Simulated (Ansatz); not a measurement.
# simple cubic against fcc along the 3d metals

Method: Ansatz, DFT, r2SCAN, plane waves (500 eV) with PAW, scalar-relativistic. The PAW files were generated under PBE, with cores re-solved for the functional.

Each structure is relaxed within its symmetry, in the lowest magnetic state of the tried starts. Differences under about 8 meV lie within the error of the k-point mesh.

```json
{"element": "Sc", "E(simple cubic) − E(fcc) (meV/atom)": "670", "V(simple cubic) (Å³/atom)": "26.26", "V(fcc) (Å³/atom)": "25.53", "state of simple cubic": "ferromagnetic", "state of fcc": "ferromagnetic"}
{"element": "Ti", "E(simple cubic) − E(fcc) (meV/atom)": "?", "V(simple cubic) (Å³/atom)": "?", "V(fcc) (Å³/atom)": "?", "state of simple cubic": "?", "state of fcc": "?"}
{"element": "V", "E(simple cubic) − E(fcc) (meV/atom)": "621", "V(simple cubic) (Å³/atom)": "14.26", "V(fcc) (Å³/atom)": "13.72", "state of simple cubic": "non-magnetic", "state of fcc": "non-magnetic"}
{"element": "Fe", "E(simple cubic) − E(fcc) (meV/atom)": "678", "V(simple cubic) (Å³/atom)": "14.04", "V(fcc) (Å³/atom)": "12.19", "state of simple cubic": "ferromagnetic", "state of fcc": "ferromagnetic"}
{"element": "Co", "E(simple cubic) − E(fcc) (meV/atom)": "773", "V(simple cubic) (Å³/atom)": "12.60", "V(fcc) (Å³/atom)": "10.85", "state of simple cubic": "ferromagnetic", "state of fcc": "ferromagnetic"}
{"element": "Cu", "E(simple cubic) − E(fcc) (meV/atom)": "506", "V(simple cubic) (Å³/atom)": "13.30", "V(fcc) (Å³/atom)": "11.43", "state of simple cubic": "spin not included", "state of fcc": "spin not included"}
{"element": "Zn", "E(simple cubic) − E(fcc) (meV/atom)": "265", "V(simple cubic) (Å³/atom)": "17.20", "V(fcc) (Å³/atom)": "14.36", "state of simple cubic": "spin not included", "state of fcc": "spin not included"}
```

Q: Fill in the row of Ti.

A: E(simple cubic) − E(fcc) (meV/atom): 699; V(simple cubic) (Å³/atom): 19.46; V(fcc) (Å³/atom): 17.39; state of simple cubic: ferromagnetic; state of fcc: spin not included.
